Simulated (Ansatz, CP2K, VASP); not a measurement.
## Ni: programs and potentials compared

```
Ni
1.0
     2.25911    0.00000    0.00000
     0.00000    2.25911    0.00000
     0.00000    0.00000   23.80000
Ni
1
Direct
  0.50000 0.50000 0.29412
```

Alike in all runs: functional PBE; k mesh 12 × 12 × 1; occupations fermi-dirac, width 0.05 eV; collinear spin, ferromagnetic start; no spin-orbit coupling.

```csv
program and potentials,plane-wave cutoff (eV),notes,band gap (eV),net moment per atom (μB)
"Ansatz, all-electron LAPW, scalar-relativistic",-,-,no gap,0.88
"VASP, PBE PAW files Ni, 520 eV",520,10 valence electrons an atom on average,no gap,0.86
"CP2K, GTH_POTENTIALS Ni GTH-PBE-q18; TZVP-MOLOPT-SR-GTH basis",-,atomic basis; 18 valence electrons an atom on average,-,0.90
```

None finds a gap. The net moment per atom spans 0.86 (VASP, PBE PAW files Ni, 520 eV) to 0.90 μB (CP2K, GTH_POTENTIALS Ni GTH-PBE-q18; TZVP-MOLOPT-SR-GTH basis), with all-electron results at 0.88. The state is the one that the start led to, which needn't be the lowest. Rows in atomic bases carry the error of their basis and grid, which can be large.

The functional is the same throughout but for its coding, so the spread measures potentials, basis and numerics; runs on potential files found faulty are left out.
